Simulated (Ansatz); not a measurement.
Straining AlN

Theory: DFT r2SCAN, scalar-relativistic, plane waves, PAW in Ansatz. Run with 500 eV cutoff, 12×12×6 k-mesh, Gaussian smearing of 0.02 eV, no spin polarisation.

The relaxed crystal:

```yaml
crystal:
  lattice:
    - [3.10670, 0.00000, 0.00000]
    - [-1.55335, 2.69048, 0.00000]
    - [0.00000, 0.00000, 4.97857]
  atoms:
    - { symbol: Al, position: [0.66667, 0.33333, 0.49920] }
    - { symbol: Al, position: [0.33333, 0.66667, 0.99920] }
    - { symbol: N, position: [0.66667, 0.33333, 0.88080] }
    - { symbol: N, position: [0.33333, 0.66667, 0.38080] }
```

Deformation: biaxial strain in the a-b plane, with the length and tilt of c and the atoms relaxed, all within the symmetry that the strain leaves. Energies are extrapolated to zero smearing. Gaps are generalised Kohn–Sham gaps over the whole zone.

```
strain (%)  ΔE (meV/atom) a (Å) b (Å) c (Å) gap (eV)
      -4.5           71.4  2.967  2.967  5.091      5.31
      -3.0           30.7  3.014  3.014  5.056      5.30
      -1.5            7.4  3.060  3.060  5.018      5.20
      +0.0            0.0  3.107  3.107  4.979      4.88
      +1.5            6.9  3.153  3.153  4.936      4.56
      +3.0           26.5  3.200  3.200  4.890      4.25
      +4.5           57.2  3.247  3.247  4.835      3.95
```

(1) What stiffness (1/V) d²E/dε² at zero strain does a cubic fit over all points give?

(2) How does the free axis c answer a small strain?

(3) How fast does the gap move with strain on either side?

## Answers

(1) A cubic fit gives (1/V) d²E/dε² = 978 GPa at zero strain (twice the biaxial modulus).

(2) Between the innermost points its strain is -0.55 times the applied one.

(3) -214 meV per percent on the compressed side and -214 meV per percent on the stretched side; it is indirect at -1.5 %, direct at zero and direct at +1.5 %.